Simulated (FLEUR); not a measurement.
# Pd in FLEUR: convergence with Kmax

The system is Pd.

```
Pd
1.0
    -1.57228    1.57228    1.57228
     1.57228   -1.57228    1.57228
     1.57228    1.57228   -1.57228
Pd
1
Direct
  0.00000 0.00000 0.00000
```

This isn't the form of Pd at room conditions, which is fcc.

| Item | Value |
| --- | --- |
| Program | FLEUR MaX-R8.1 (later development tree) |
| Task | convergence study |
| Functional | PBEsol |
| Potentials or basis | all-electron |
| Basis | FLAPW |
| Kmax | 2.6 1/bohr |
| k mesh | 10 × 10 × 10 |
| Occupations | fermi-dirac, width 0.05 eV |
| Spin | no spin polarisation |

These are the settings of the first run; the series varies Kmax, with any setting tied to it.

Hardware: 1 thread of Arm Neoverse V2, with other jobs on the host.

Question: The values tried are 2.6, 3, 3.4, 3.8, 4.2, 4.6, 5, 5.5, loosest first. From which on does the energy stay within 1 meV/atom of the tightest run that finished?

Answer: From 5 on.

```csv
Kmax,"energy less the tightest run, at zero smearing (meV/atom)",SCF cycles,CPU time (s),peak memory (GiB)
2.6,2563.82,15,13,0.06
3,668.24,15,14,0.06
3.4,155.90,15,15,0.06
3.8,34.56,15,16,0.06
4.2,7.09,15,19,0.06
4.6,1.39,15,23,0.06
5,0.28,15,26,0.06
5.5,0.00,15,34,0.06
```

The tightest run that finished is the yardstick and may itself not be fully converged.
